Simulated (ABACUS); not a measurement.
Set up this calculation in ABACUS 3.10.1, as the native input.

```
Task                                          : single point
Functional                                    : PBE
Dispersion                                    : D3(BJ)
Potentials or basis                           : PseudoDojo NC SR 0.4.1 PBE standard
Cutoff                                        : 1361 eV
Density cutoff                                : 5442 eV
Basis                                         : DZP LCAO (the cutoffs set its grid)
k mesh                                        : 10 × 10 × 5
Occupations                                   : fermi-dirac, width 0.05 eV
Spin                                          : no spin polarisation
Radial cutoff of the potentials (pseudo_rcut) : 7 bohr
Orbital files                                 : Si Si_confined-atom_7au_2s2p1d.orb, C C_confined-atom_6au_2s2p1d.orb
SCF threshold on the density                  : 1e-07
Max SCF steps                                 : 100
Eigensolver                                   : genelpa
Mixing                                        : broyden
Mixing share                                  : 0.7
Symmetry key                                  : 1
Bands                                         : 12
```

The system is SiC (Moissanite).

```xyz
4
Lattice="3.0760 0.0000 0.0000 -1.5380 2.6639 0.0000 0.0000 0.0000 5.0480" Properties=species:S:1:pos:R:3 pbc="T T T"
Si    1.5380    0.8880    2.5240
Si    0.0000    1.7759    0.0000
C     1.5380    0.8880    4.4675
C     0.0000    1.7759    1.9435
```

The input as run:

INPUT

```
INPUT_PARAMETERS
suffix              SiC
calculation         scf
basis_type          lcao
pseudo_dir          ./
orbital_dir         ./
symmetry            1
dft_functional      pbe
ecutwfc             100
pseudo_rcut         7
nspin               1
nbands              12
ks_solver           genelpa
smearing_method     fd
smearing_sigma      0.00367493
scf_thr             1e-07
scf_nmax            100
mixing_type         broyden
mixing_beta         0.7
cal_force           1
cal_stress          1
vdw_method          d3_bj
out_mul             1
```

STRU

```
ATOMIC_SPECIES
Si 28.0850 Si.upf
C 12.0110 C.upf

NUMERICAL_ORBITAL
Si_confined-atom_7au_2s2p1d.orb
C_confined-atom_6au_2s2p1d.orb

LATTICE_CONSTANT
1.8897261246

LATTICE_VECTORS
3.0760000000 0.0000000000 0.0000000000
-1.5380000000 2.6638941420 0.0000000000
0.0000000000 0.0000000000 5.0480000000

ATOMIC_POSITIONS
Cartesian

Si
0.0
2
1.5380000002 0.8879647139 2.5240000000 1 1 1
-0.0000000002 1.7759294281 0.0000000000 1 1 1

C
0.0
2
1.5380000002 0.8879647139 4.4674800000 1 1 1
-0.0000000002 1.7759294281 1.9434800000 1 1 1
```

KPT

```
K_POINTS
0
Gamma
10 10 5 0 0 0
```

Potentials or basis: PseudoDojo NC SR 0.4.1 PBE standard, DZP LCAO (the cutoffs set its grid).

Command:

```bash
$ OMP_NUM_THREADS=1 mpirun -np 4 abacus > log
```

Results of the run:

- Pressure: 3.0 GPa
- Largest force: 0.823 eV/Å
- Band gap on the k mesh: 2.49 eV, indirect (least direct gap 4.09 eV)
- Mulliken charges: Si +0.27, +0.30; C -0.29, -0.28 e
- Dispersion energy per atom: -0.301 eV

Caveat: the atomic orbitals were generated for these runs and aren't a published set; Mulliken charges move with the basis; an odd mesh through Γ misses points on the zone boundary, where band edges often lie; the basis of atomic orbitals isn't converged, which shifts pressures, moduli and gaps.

It took 10 s on 4 MPI ranks on AMD EPYC 7R43 64-Core Processor (Zen 3), on a shared host, peak memory 0.4 GiB a rank.
